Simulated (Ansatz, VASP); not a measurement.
# N: VASP beside Ansatz

```xyz
1
Lattice="0.0000 1.5743 1.5743 1.5743 0.0000 1.5743 1.5743 1.5743 0.0000" Properties=species:S:1:pos:R:3 pbc="T T T"
N     0.0000    0.0000    0.0000
```

The real solid is made of molecules; this cell is a model form.

Alike in both runs: task single point; functional r2SCAN; k mesh 13 × 13 × 13; occupations gaussian, width 0.15 eV; no spin polarisation.

|  | VASP | Ansatz |
| --- | --- | --- |
| version | VASP 6.6.1 | Ansatz 0.2.0 |
| potentials or method | VASP PAW PBE potentials, release 64 (N) | plane waves, PAW |
| plane-wave cutoff (eV) | 520 | 600 |
| valence electrons in the cell | 5 | 5 |

```csv
,VASP,Ansatz,Ansatz less VASP
pressure (GPa),-6.1,-6.0,+0.08
```

Caveats: the PAW data sets were made with another functional, which shifts forces and pressure a little (VASP).
